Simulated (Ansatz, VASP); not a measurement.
# Ti: VASP beside Ansatz

```
Ti
1.0
     2.96954    0.00000    0.00000
    -1.48477    2.57169    0.00000
     0.00000    0.00000    4.71099
Ti
2
Direct
  0.66667 0.33333 0.75000
  0.33333 0.66667 0.25000
```

Change from the starting cell: volume scaled by 1.02.

Alike in both runs: task single point; functional PBEsol; k mesh 10 × 10 × 6; occupations fermi-dirac, width 0.05 eV; no spin polarisation.

```csv
,VASP,Ansatz
version,VASP 6.6.1,Ansatz 0.2.0
potentials or method,"VASP PAW PBE potentials, release 64 (Ti_sv)",Ansatz PAW
plane-wave cutoff (eV),520,420
valence electrons in the cell,24,24
```

VASP gave:

```
gap on the k mesh at the Fermi level (eV)       : none
pressure (GPa)                                  : -7.7
largest component of the traceless stress (GPa) : 0.34
```

Estimate Ansatz's values.

gap on the k mesh at the Fermi level (eV): none; pressure (GPa): -7.6; largest component of the traceless stress (GPa): 0.34.

A gap of «none» marks a metal or a gap that the smearing closes.

Caveats: the PAW data sets were made with another functional, which shifts forces and pressure a little (VASP); the PAW data sets come from PBE, with cores solved anew for the run's functional, which leaves a small shift of forces and pressure (Ansatz).
